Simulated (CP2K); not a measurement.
Crystal: BN.

```
CELL_PARAMETERS angstrom
2.49824 0.00000 0.00000
-1.24912 2.16354 0.00000
0.00000 0.00000 6.63570
ATOMIC_POSITIONS crystal
N 0.66667 0.33333 0.25000
N 0.33333 0.66667 0.75000
B 0.66667 0.33333 0.75000
B 0.33333 0.66667 0.25000
```

Base run:

* Program: CP2K 2026.2
* Functional: r2SCAN
* Potentials or basis: POTENTIAL_UZH N GTH-SCAN-q5, B GTH-SCAN-q3; TZVP-MOLOPT-SCAN-GTH basis
* Density cutoff: 9184 eV
* k mesh: 12 × 12 × 4
* Occupations: fermi-dirac, width 0.05 eV
* Spin: no spin polarisation

Its results: band gap on the k mesh 4.88 eV, indirect (least direct gap 5.32 eV); pressure 0.6 GPa.

Question: The run is repeated on the same cell with these changes: dispersion from none to D4. What comes out?

Answer: Band gap on the k mesh 4.88 eV, indirect (least direct gap 5.32 eV); pressure -0.4 GPa.

Dispersion adds attraction, which lowers the pressure at fixed volume and, as a term added to the energy, leaves the levels alone.

Caveats: the basis of atomic orbitals isn't converged, which shifts pressures, moduli and gaps.

A k mesh can miss the band edges.
